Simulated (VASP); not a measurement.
Wanted: the native input for a VASP 6.6.1 run.

- Task: relaxation of the atoms
- Functional: PBE
- Potentials or basis: VASP PAW PBE potentials, release 64 (Be, C, H)
- Cutoff: 520 eV
- k mesh: 4 × 4 × 1
- Occupations: fermi-dirac, width 0.15 eV
- Spin: no spin polarisation
- Dipole correction: no
- Atoms held fixed (from 0): [0, 1, 2, 3]
- Further INCAR settings: LREAL = Auto; ALGO = Normal; EDIFF = 1e-07; IBRION = 2; EDIFFG = -0.08; NSW = 45

The structure of Be16HC lies in POSCAR:

```
Be16HC
1.0
    4.5800000000      0.0000000000      0.0000000000
    2.2900000000      3.9663960000      0.0000000000
    0.0000000000      0.0000000000     16.3826450000
Be C H
16 1 1
Selective dynamics
Direct
   -0.1666667000      0.3333333000      0.0610402000  F F F
    0.3333333000      0.3333333000      0.0610402000  F F F
   -0.1666667000      0.8333333000      0.0610402000  F F F
    0.3333333000      0.8333333000      0.0610402000  F F F
    0.0000000000      0.0000000000      0.1705595000  T T T
    0.5000000000      0.0000000000      0.1705595000  T T T
    0.0000000000      0.5000000000      0.1705595000  T T T
    0.5000000000      0.5000000000      0.1705595000  T T T
   -0.1666667000      0.3333333000      0.2800787000  T T T
    0.3333333000      0.3333333000      0.2800787000  T T T
   -0.1666667000      0.8333333000      0.2800787000  T T T
    0.3333333000      0.8333333000      0.2800787000  T T T
    0.0000000000      0.0000000000      0.3895980000  T T T
    0.5000000000      0.0000000000      0.3895980000  T T T
    0.0000000000      0.5000000000      0.3895980000  T T T
    0.5000000000      0.5000000000      0.3895980000  T T T
    0.8598051000      0.3179755000      0.4640670000  T T T
    0.8650247000      0.3253029000      0.5312112000  T T T
```

The cell was built by a generator and needn't be a form met in nature.

The input as run:

INCAR

```
PREC = Accurate
ENCUT = 520
EDIFF = 1E-7
ISMEAR = -1
SIGMA = 0.15
LREAL = Auto
LASPH = True
NELM = 100
ALGO = Normal
ISIF = 2
LWAVE = False
LCHARG = False
GGA = PE
IBRION = 2
NSW = 45
EDIFFG = -0.08
```

KPOINTS

```
Automatic mesh
0
Gamma
  4 4 1
```

Potentials or basis: VASP PAW PBE potentials, release 64 (Be, C, H).

Launch:

```console
$ cat potpaw_PBE.64/Be/POTCAR potpaw_PBE.64/C/POTCAR potpaw_PBE.64/H/POTCAR > POTCAR
$ mpirun -np 1 vasp_std > vasp.out
```

It gave:

```yaml
Energy_gained_by_relaxing: 8.7 meV/atom
Ionic_steps: 13
Band_gap_on_the_k_mesh: none (metal or under the smearing width)
```

Caveat: the k mesh is coarse (spacing up to 0.40 Å⁻¹), so the values aren't converged.

It took 11 min on 1 thread of Intel(R) Xeon(R) 6975P-C (Granite Rapids), on a shared host, peak memory 0.44 GiB.
